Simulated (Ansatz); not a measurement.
# SiO2: how settings move the results

The task, for SiO2: relax the cell with several choices of functional.

Program: Ansatz 0.2.0. Level of theory: DFT r2SCAN, scalar-relativistic, plane waves, PAW for the base; runs at other levels say so in their headings and inputs. These are calculated values, not measurements.

1 further run of the same task is left out (set aside as unsound or not needed). Runs told in other sessions of the task aren't counted.

**1. The structure to begin with**

The structure is tetragonal, space group I-42d (No. 122). Conventional cell: a = 4.748 Å, b = 4.748 Å, c = 7.488 Å, α = 90.00°, β = 90.00°, γ = 90.00°. Around Si (site symmetry -4) lie 4 O at 1.62 Å. O (site symmetry 2) is surrounded by 2 Si at 1.62 Å.

Coordinates:

```
CELL_PARAMETERS angstrom
-2.37405 2.37405 3.74400
2.37405 -2.37405 3.74400
2.37405 2.37405 -3.74400
ATOMIC_POSITIONS crystal
Si 0.00000 0.00000 0.00000
Si 0.75000 0.25000 0.50000
O 0.99838 0.62500 0.87338
O 0.37500 0.24838 0.37338
O 0.75162 0.12500 0.12662
O 0.87500 0.00162 0.62662
```

Source of the structure: the Crystallography Open Database. It is taken as it stands there.

**2. The base input**

File input.yaml:

```yaml
crystal:
  lattice:
    - [-2.37405, 2.37405, 3.744]
    - [2.37405, -2.37405, 3.744]
    - [2.37405, 2.37405, -3.744]
  atoms:
    - { symbol: Si, position: [0.0, 0.0, 0.0] }
    - { symbol: Si, position: [0.75, 0.25, 0.5] }
    - { symbol: O, position: [0.99838, 0.625, 0.87338] }
    - { symbol: O, position: [0.375, 0.24838, 0.37338] }
    - { symbol: O, position: [0.75162, 0.125, 0.12662] }
    - { symbol: O, position: [0.875, 0.00162, 0.62662] }
basis:
  ecutwfc: 500
kpoints:
  mp_grid: { grid: [8, 8, 8] }
hamiltonian:
  xc: r2scan
scf:
  occupations: { method: gaussian, width: 0.02 }
output:
  forces: true
  stress: true
  eigenvalues: true
  populations: true
  write_density: true
  write_potential: true
  elf: true
  volumetric_format: npy
```

Its results, from an earlier run: -593.3520 eV/atom at zero smearing, pressure -1.32 GPa, largest force 0.193 eV/Å, gap on the mesh 6.70 eV, in 6 SCF cycles and 28 s.

**3. Relaxation, functional: LDA**

File input.yaml:

```yaml
crystal:
  lattice:
    - [-2.37405, 2.37405, 3.744]
    - [2.37405, -2.37405, 3.744]
    - [2.37405, 2.37405, -3.744]
  atoms:
    - { symbol: Si, position: [0.0, 0.0, 0.0] }
    - { symbol: Si, position: [0.75, 0.25, 0.5] }
    - { symbol: O, position: [0.99838, 0.625, 0.87338] }
    - { symbol: O, position: [0.375, 0.24838, 0.37338] }
    - { symbol: O, position: [0.75162, 0.125, 0.12662] }
    - { symbol: O, position: [0.875, 0.00162, 0.62662] }
basis:
  ecutwfc: 420
kpoints:
  mp_grid: { grid: [8, 8, 8] }
hamiltonian:
  xc: lda
scf:
  occupations: { method: gaussian, width: 0.02 }
output:
  forces: true
  stress: true
  eigenvalues: true
relax:
  adjacent_minimum: "off"
  f_tol: 0.01
  max_steps: 60
  cell: { stress_tol: 0.05 }
```

Started as:

```
$ ansatz run input.yaml --threads 1 --pin off --max-ram 2560MiB --backend cpu --events-out ev --progress --plain --runs-dir out
```

**4. Relaxing with functional PBEsol**

Edit input.yaml of step 3 so:

```diff
@@ -17,3 +17,3 @@
 hamiltonian:
-  xc: lda
+  xc: pbesol
 scf:
```

**5. Relaxation, functional: PBE**

Edit input.yaml of step 4 so:

```diff
@@ -17,3 +17,3 @@
 hamiltonian:
-  xc: pbesol
+  xc: pbe
 scf:
```

**6. Relaxing with functional r2SCAN**

Edit input.yaml of step 5 so:

```diff
@@ -13,3 +13,3 @@
 basis:
-  ecutwfc: 420
+  ecutwfc: 500
 kpoints:
@@ -17,3 +17,3 @@
 hamiltonian:
-  xc: pbe
+  xc: r2scan
 scf:
```

(Steps that only read results are left out.)

**Question.** What does this series show? Wanted: relaxed volume by functional.

**Answer**, as computed:

| quantity | value |
| --- | --- |
| relaxed volume by functional (Å³/atom) | LDA: 14.73; PBEsol: 15.16; PBE: 15.54; r2SCAN: 14.91 |

What this shows: The relaxed volumes span 5.5 %, from LDA (smallest) to PBE (largest). LDA comes nearest to the reported cell (+4.7 %).
